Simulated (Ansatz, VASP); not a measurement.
# W in VASP and in Ansatz

Contents of INCAR:

```
SYSTEM = W
PREC = Accurate
ENCUT = 520
EDIFF = 1E-7
ISMEAR = -1
SIGMA = 0.1
LREAL = .FALSE.
LASPH = .TRUE.
NELM = 60
ALGO = Normal
ISIF = 2
LWAVE = .FALSE.
LCHARG = .FALSE.
GGA = PE
NBANDS = 13
```

KPOINTS

```
regular mesh
0
G
  5 5 5
  0 0 0
```

The input POSCAR:

```
W
1.0
   -1.5921723362      1.5921723362      1.5921723362
    1.5921723362     -1.5921723362      1.5921723362
    1.5921723362      1.5921723362     -1.5921723362
W
1
Direct
    0.0000000000      0.0000000000      0.0000000000
```

Input for Ansatz:

```yaml
crystal:
  lattice:
    - [-1.5921723362, 1.5921723362, 1.5921723362]
    - [1.5921723362, -1.5921723362, 1.5921723362]
    - [1.5921723362, 1.5921723362, -1.5921723362]
  atoms:
    - { symbol: W, position: [0.0, 0.0, 0.0] }
hamiltonian:
  xc: pbe
  pseudopotentials:
    kind: paw
    azcp:
      W: "pseudopotentials/W.paw.azcp"
basis:
  ecutwfc: 420
  fft_grid_basis: typed
kpoints:
  mp_grid: { grid: [5, 5, 5], shift: [0, 0, 0] }
magnetization:
  spin_polarized: false
scf:
  occupations: { method: fermi_dirac, width: 0.1 }
  lower_state_search: "off"
output:
  stress: true
```

Alike in both runs: task single point; functional PBE; k mesh 5 × 5 × 5; occupations fermi-dirac, width 0.1 eV; no spin polarisation.

|  | VASP | Ansatz |
| --- | --- | --- |
| version | VASP 6.6.1 | Ansatz 0.2.0 |
| potentials or method | VASP PAW PBE potentials, release 64 (W_sv) | plane waves (420 eV) with PAW, scalar-relativistic |
| plane-wave cutoff (eV) | 520 | 420 |
| valence electrons in the cell | 14 | 14 |

Ansatz gave:

| Property | Result |
| --- | --- |
| pressure (GPa) | -0.5 |

Problem. Which values does VASP return?

Solution. Pressure (GPa): 0.0.

Caveats: the k mesh is coarse (spacing up to 0.56 Å⁻¹), so the values aren't converged. The runs have no spin-orbit coupling, so splittings on W are missing.
